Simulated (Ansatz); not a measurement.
A 2-atom cell of YN started from a crystallographic database (r2SCAN geometry), in Ansatz:

```cif
data_structure
_symmetry_space_group_name_H-M 'Fm-3m'
_symmetry_Int_Tables_number 225
_cell_length_a 4.8961
_cell_length_b 4.8961
_cell_length_c 4.8961
_cell_angle_alpha 90.000
_cell_angle_beta 90.000
_cell_angle_gamma 90.000
_cell_volume 117.37
loop_
_atom_site_label
_atom_site_type_symbol
_atom_site_symmetry_multiplicity
_atom_site_Wyckoff_symbol
_atom_site_fract_x
_atom_site_fract_y
_atom_site_fract_z
_atom_site_occupancy
Y1 Y 4 a 0.00000 0.00000 0.00000 1
N1 N 4 b 0.50000 0.00000 0.00000 1
```

G0W0@PBE with 160 empty bands, a screening cutoff of 180 eV and a 6×6×6 mesh (PAW, contour deformation) gives 0.621 eV over the mesh points, from a PBE gap of 0.184 eV; it sums over 168 bands with 169 plane waves in the screening and a wave cutoff of 420 eV. The G0W0 figures hold for the stated bands, cutoff and mesh and aren't extrapolated. Spin-unpolarised throughout; all numbers are computed.

Problem. Another run gave a Kohn-Sham gap of 0.181 eV and a G0W0 gap of 0.624 eV, summing over 168 bands with 169 plane waves in the screening and a wave cutoff of 1240 eV. What was changed?

Solution. Potentials of the kind norm-conserving. The wave cutoff gives it away.

Problem. Estimate the gap with empty bands 66, screening cutoff 100 eV.

Solution. 0.448 eV (-0.173 eV), from a Kohn-Sham gap of 0.184 eV.

Problem. Estimate the gap with starting point PBE0.

Solution. 1.345 eV (+0.724 eV), from a Kohn-Sham gap of 1.757 eV.

The program warns that the k mesh is coarse for exact exchange in some of these runs, so their gaps aren't converged.
